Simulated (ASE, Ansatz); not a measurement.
# Rock-salt ZrC, displaced supercell (64 atoms): geometry optimisation, part 2 of 2

Aim: bring rock-salt ZrC, displaced supercell (64 atoms) to a nearby minimum of the energy and see what moves.

Ansatz 0.2.0; Kohn-Sham DFT, PBE, PAW (set soft_2), plane waves.

So far. Step 3 (Cell and atoms relaxed): The relaxation changed the energy by -6.52 meV/atom, and atoms moved by 0.028 Å r.m.s., 0.051 Å at most.

## (5) Single point at the relaxed geometry

The electronic structure is read at the final geometry, in a run of its own.

input.yaml

```yaml
crystal:
  lattice:
    - [9.41417, 8.0e-05, 2.0e-05]
    - [8.0e-05, 9.4137, 0.00013]
    - [2.0e-05, 0.00013, 9.41408]
  atoms:
    - { symbol: Zr, position: [0.99964, 0.99979, 0.00014] }
    - { symbol: C, position: [0.24964, 0.99979, 0.00015] }
    - { symbol: Zr, position: [0.99964, 0.24979, 0.25015] }
    - { symbol: C, position: [0.24964, 0.24979, 0.25015] }
    [... 54 atom lines left out ...]
    - { symbol: Zr, position: [0.49964, 0.74979, 0.75014] }
    - { symbol: C, position: [0.74964, 0.74979, 0.75014] }
    - { symbol: Zr, position: [0.74964, 0.49979, 0.75014] }
    - { symbol: C, position: [0.49964, 0.49979, 0.75015] }
    - { symbol: Zr, position: [0.74964, 0.74979, 0.50014] }
    - { symbol: C, position: [0.49964, 0.74979, 0.50015] }
kpoints:
  mp_grid: { grid: [2, 2, 2] }
hamiltonian:
  xc: pbe
scf:
  occupations: { method: fermi_dirac, width: 0.05 }
output:
  forces: true
  stress: true
  populations: true
  dos:
    method: { smearing: { sigma: 0.15 } }
    de: 0.1
    projected: { site_lists: { C: [C], Zr: [Zr] } }
  eigenvalues: true
  write_density: true
  write_potential: true
  volumetric_format: npy
  elf: true
```

The run is started by

```
ansatz run input.yaml --threads 8 --pin off --max-ram 15872MiB --backend cpu --events-out ev --progress --plain --runs-dir out
```

Numbers of over 12 decimals in the logs are rounded to 6 here.

What it wrote:

```text
Warning: the atoms were moved onto the symmetric positions of the space group found under crystal.symmetry.tolerance 1.0e-5 (fractional; no operation is sought that the atoms, as they stand in a round, miss by more than twice it, and no atom is moved by as much as it), and the run uses the moved positions. [...]
Warning: 576 symmetry operations that the atoms keep within the bar at which the run's group was sought (crystal.symmetry.tolerance 1.0e-5, or twice it) were not taken beside the 64 unitary ones that the detection took (of a slab, those that keep its plane). [...]
[...]
Crystal: 64 atoms, lattice volume = 834.296 Å³
Basis set: ecut = 420 eV, 16279 PW (Γ), exchange–correlation on 128×128×128 points (8 copies of the dense FFT grid, shifted against one another)
Bands: 320, of which v1, the nominal top of the filled ones, is band 256 counted from 1 (255 counted from 0)
Symmetry: 64 space group operations
k-points: 8
[...]
SCF iter   1: F=—  HF=-141968.720781 eV  |F-HF|=—  |Δ(HF+E_count)|=         —  Δρ=8.77e-4  dr2=2.16e-3  ethr=1.77e-3  ⟨swp⟩=4.0  Hψ=8943  notcnv=0  defer=96
[...]
SCF iter   6: F=-141968.705511 eV  HF=-141968.705511 eV  |F-HF|=4.28e-9  |Δ(HF+E_count)|=   1.06e-7  Δρ=1.81e-6  dr2=1.28e-8  ethr=1.95e-11  ⟨swp⟩=11.0  Hψ=16759  notcnv=0
SCF 1 converged in 6 iterations: F = -141968.705511 eV  dr2 = 1.28e-8
[...]
SCF converged after 6 iterations
Free energy (F): -141968.705511 eV
[...]
Internal energy: -141968.524107 eV  (E = F + TS)
E sigma→0 (E₀):  -141968.614809 eV
Entropy (-TS):   -0.181405 eV (-2.834 meV/atom)
Fermi energy:    14.740656 eV
[...]
atom  63  Zr     0.00000000     0.00000000     0.00000000
  atom  64  C      0.00000000     0.00000000    -0.00000000
  max |Σ_I F_I| component: 1.92e-23 eV/Å
--- Stress (GPa, compression-positive) ---
        0.005106      -0.002292      -0.000573
       -0.002292       0.019891      -0.003725
       -0.000573      -0.003725       0.007937
  P = ⅓ Tr σ = 0.0110 GPa (0.110 kbar)
--- Band table (eV; the first three rows and the last of 8) ---
[...]
--- Löwdin populations: 64 sites ---
  site symbol       q [e]
     0     Zr     11.2287
     1      C      4.7282
     2     Zr     11.2287
[...]
63      C      4.7282
  spilling = 0.002698 (of n_electrons = 512.000000)
```

Wall time 45 s (8 threads of Arm Neoverse V2, shared host); peak memory 9.5 GiB.

The program notes that positions were snapped to a detected symmetry. Further notices: near symmetry operations not taken.

The run gave:

* free energy: -141968.7055 eV
* free energy per atom: -2218.2610 eV/atom
* SCF cycles: 6
* pressure: 0.01098 GPa
* r.m.s. force component: 0 eV/Å
* longest force: 0 eV/Å
* Fermi energy: 14.74 eV
* levels partly filled by over 2 per cent: 30
* spilling of the projection: 0.002698

Löwdin charges by element (they lack the spilled electrons, 0.022 e an atom on average):

```
element  coordination  atoms  mean charge (e)  spread   least    most
      C           all     32           -0.728       0  -0.728  -0.728
     Zr           all     32            0.771       0   0.771   0.771
```

States in the cell by windows of 1 eV, zero at the Fermi level; the larger projections on atomic orbitals stand beside the total:

| from (eV) | to (eV) | total | Zr d | C p | C s | Zr s |
| --- | --- | --- | --- | --- | --- | --- |
| -18 | -12 | 0.0 | 0.0 | 0.0 | 0.0 | 0.0 |
| -12 | -11 | 0.4 | 0.0 | 0.0 | 0.1 | 0.2 |
| -11 | -10 | 8.1 | 0.7 | 0.1 | 3.9 | 3.2 |
| -10 | -9 | 42.3 | 10.6 | 0.3 | 25.5 | 4.3 |
| -9 | -8 | 13.3 | 2.1 | 0.1 | 9.9 | 0.6 |
| -8 | -6 | 0.0 | 0.0 | 0.0 | 0.0 | 0.0 |
| -6 | -5 | 1.0 | 0.4 | 0.4 | 0.0 | 0.2 |
| -5 | -4 | 16.3 | 6.1 | 7.7 | 0.3 | 1.9 |
| -4 | -3 | 31.8 | 10.4 | 17.1 | 0.5 | 3.0 |
| -3 | -2 | 80.9 | 32.9 | 43.6 | 1.0 | 0.6 |
| -2 | -1 | 51.7 | 22.6 | 27.4 | 0.5 | 0.2 |
| -1 | 0 | 11.1 | 4.1 | 6.6 | 0.0 | 0.0 |
| 0 | 1 | 5.0 | 2.3 | 2.6 | 0.0 | 0.0 |
| 1 | 2 | 31.2 | 20.2 | 9.5 | 0.4 | 0.3 |
| 2 | 3 | 17.8 | 13.2 | 3.7 | 0.2 | 0.2 |

Between -26 and -18 eV lie 64 more states.

The stored curve holds about 320 of the 512 electrons; the rest, give or take the few that broadening carries across the Fermi level, lie in deeper levels below its range.

The levels nearest the highest filled one (over half full), pooled over k-points and spins:

```
level less the highest filled one (eV)  occupation
                               -2.0e-4        1.08
                               -2.0e-4        1.08
                               -1.0e-4        1.08
                               -1.0e-4        1.08
                                     0        1.07
                                     0        1.07
                                 0.106       0.246
                                 0.106       0.246
                                 0.106       0.245
                                 0.106       0.245
                                 0.106       0.244
                                 0.106       0.244
```

Electrostatic potential energy in the ac plane at fractional y = 0.250, with atoms of Zr and C within 0.2 Å of it. With pseudopotentials it is smooth inside the atoms' cores, unlike the true potential.

Ten even steps from '_' (-66 eV) to '@' (15 eV), each cell a mean:
```
::**@@@@**::__..==%%@@%%--::**@@@@**::__..==%%@@%%--
%%@@@@@@%%**==++##@@@@@@%%%%@@@@@@%%**==++##@@@@@@%%
@@@@@@@@@@@@%%%%@@@@@@@@@@@@@@@@@@@@@@%%%%@@@@@@@@@@
##%%@@@@@@@@@@@@@@@@@@%%####%%@@@@@@@@@@@@@@@@@@%%##
::==##@@@@%%++**@@@@%%**--::==##@@@@%%++**@@@@%%**--
__..**@@@@++__::##@@%%==____..**@@@@++__::##@@%%==__
__::**@@@@**::--%%@@%%==..__::**@@@@**::--%%@@%%==..
==**%%@@@@@@%%%%@@@@@@##++==**%%@@@@@@%%%%@@@@@@##++
%%@@@@@@@@@@@@@@@@@@@@@@%%%%@@@@@@@@@@@@@@@@@@@@@@%%
@@@@@@@@@@%%####%%@@@@@@@@@@@@@@@@@@%%####%%@@@@@@@@
++%%@@@@##==::::**%%@@@@**++%%@@@@##==::::**%%@@@@**
__==@@@@**..____==%%@@##::__==@@@@**..____==%%@@##::
::**@@@@**::__..==%%@@%%--::**@@@@**::__..==%%@@%%--
%%@@@@@@%%**==++##@@@@@@%%%%@@@@@@%%**==++##@@@@@@%%
@@@@@@@@@@@@%%%%@@@@@@@@@@@@@@@@@@@@@@%%%%@@@@@@@@@@
##%%@@@@@@@@@@@@@@@@@@%%####%%@@@@@@@@@@@@@@@@@@%%##
::==##@@@@%%++**@@@@%%**--::==##@@@@%%++**@@@@%%**--
__..**@@@@++__::##@@%%==____..**@@@@++__::##@@%%==__
__::**@@@@**::--%%@@%%==..__::**@@@@**::--%%@@%%==..
==**%%@@@@@@%%%%@@@@@@##++==**%%@@@@@@%%%%@@@@@@##++
%%@@@@@@@@@@@@@@@@@@@@@@%%%%@@@@@@@@@@@@@@@@@@@@@@%%
@@@@@@@@@@%%####%%@@@@@@@@@@@@@@@@@@%%####%%@@@@@@@@
++%%@@@@##==::::**%%@@@@**++%%@@@@##==::::**%%@@@@**
__==@@@@**..____==%%@@##::__==@@@@**..____==%%@@##::
```
Columns run along a (9.4 Å; values clipped at the 3rd and 97th percentile), rows up along c (9.4 Å). Atoms in or near the plane, at fractional coordinates: Zr at (0.00, 0.25), C at (0.25, 0.25), Zr at (0.25, 0.00), C at (0.00, 0.00), Zr at (0.00, 0.75), C at (0.25, 0.75), Zr at (0.25, 0.50), C at (0.00, 0.50), Zr at (0.50, 0.25), C at (0.75, 0.25), Zr at (0.75, 0.00), C at (0.50, 0.00), Zr at (0.50, 0.75), C at (0.75, 0.75) and more.

Valence density in the ac plane at fractional y = 0.250, with atoms of Zr and C within 0.2 Å of it. It is the smooth field of the valence electrons, not physical close to the nuclei.

Ten even steps from '0' (0.2 e/Å³) to '9' (3.9 e/Å³), each cell a mean:
```
32102899510133210289951013
21000354100012100035410001
00000010000000000001000000
21000010000022100001000002
96100232100389610023210038
89301343201698930134320169
98201233101599820123310159
53000121000145300012100014
10000000000001000000000000
10000122000001000012200000
32001698300123200169830012
43103989610234310398961023
32102899510133210289951013
21000354100012100035410001
00000010000000000001000000
21000010000022100001000002
96100232100389610023210038
89301343201698930134320169
98201233101599820123310159
53000121000145300012100014
10000000000001000000000000
10000122000001000012200000
32001698300123200169830012
43103989610234310398961023
```
Columns run along a (9.4 Å), rows up along c (9.4 Å). Atoms in or near the plane, at fractional coordinates: Zr at (0.00, 0.25), C at (0.25, 0.25), Zr at (0.25, 0.00), C at (0.00, 0.00), Zr at (0.00, 0.75), C at (0.25, 0.75), Zr at (0.25, 0.50), C at (0.00, 0.50), Zr at (0.50, 0.25), C at (0.75, 0.25), Zr at (0.75, 0.00), C at (0.50, 0.00), Zr at (0.50, 0.75), C at (0.75, 0.75) and more.

Mean Löwdin charges: C -0.73, Zr +0.77 e. Within 0.4 eV of the Fermi level the largest share is C p (74 % of the projected weight).

A closer look about Zr33, picked at random: 13 atoms, nearest first, numbered in the order of the input, with positions taken from that point.

```csv
atom,x,y,z,distance (Å),bonds,Löwdin charge (e)
Zr33,0.00,0.00,0.00,0.00,6,0.77
C56,0.00,-2.35,0.00,2.35,6,-0.73
C40,0.00,2.35,0.00,2.35,6,-0.73
C46,0.00,0.00,-2.35,2.35,6,-0.73
C38,0.00,0.00,2.35,2.35,6,-0.73
C2,-2.35,0.00,0.00,2.35,6,-0.73
C34,2.35,0.00,0.00,2.35,6,-0.73
Zr43,0.00,2.35,-2.35,3.33,6,0.77
Zr51,0.00,-2.35,2.35,3.33,6,0.77
Zr55,2.35,-2.35,0.00,3.33,6,0.77
Zr7,-2.35,2.35,0.00,3.33,6,0.77
Zr45,2.35,0.00,-2.35,3.33,6,0.77
Zr23,-2.35,-2.35,0.00,3.33,6,0.77
```

The column of bonds counts only the pairs C-Zr within 2.77 Å; other neighbours, such as metal atoms beside each other in a compound, aren't counted, and periodic images can show an atom twice.

## (6) Results

```
energy change in the relaxation : -6.519 meV/atom
r.m.s. displacement             : 0.028 Å
largest displacement            : 0.051 Å
free energy per atom            : -2218.2610 eV/atom
density                         : 6.575 g/cm³
pressure                        : 0.01098 GPa
r.m.s. force component          : 0 eV/Å
wall time of the 3 DFT runs     : 3.4 min
```

Relaxation lowers the energy by 6.52 meV/atom and moves atoms by 0.028 Å r.m.s.; the r.m.s. force component goes from 0.27 to 0 eV/Å, the pressure goes from 1.5 to 0.011 GPa. Displacements are taken in the final cell, so they leave out its strain. By the final cutoffs no bond was broken or made. The r.m.s. move is of the size of the random displacements put into the start (0.035 Å r.m.s. in three dimensions). The cell grew by 0.6 % in volume. First to last step the energy falls by 0.417 eV, across changes of basis; the largest move, 0.05 Å, is that of C22. Judged within 0.08 Å, the space group went from P1 to Fm-3m. The C-Zr bonds go from 2.349 Å (spread 0.022) to 2.353 Å (spread 0.000). Counting bonds as in the table, all C atoms have 6 and all Zr atoms have 6 bonded neighbours. 30 levels are partly filled, by over 2 % (on the run's k-points): no clear gap opens at this level.

[Logs are printed without paths, hosts, clocks, repeated set-up lines and the standing remarks that a program may print on its own settings, such as how far it seeks lower states.]

[Hosts, paths, dates, database ids (printed as entryN), source tags and the programs' standing remarks are cut or masked in the printed files.]
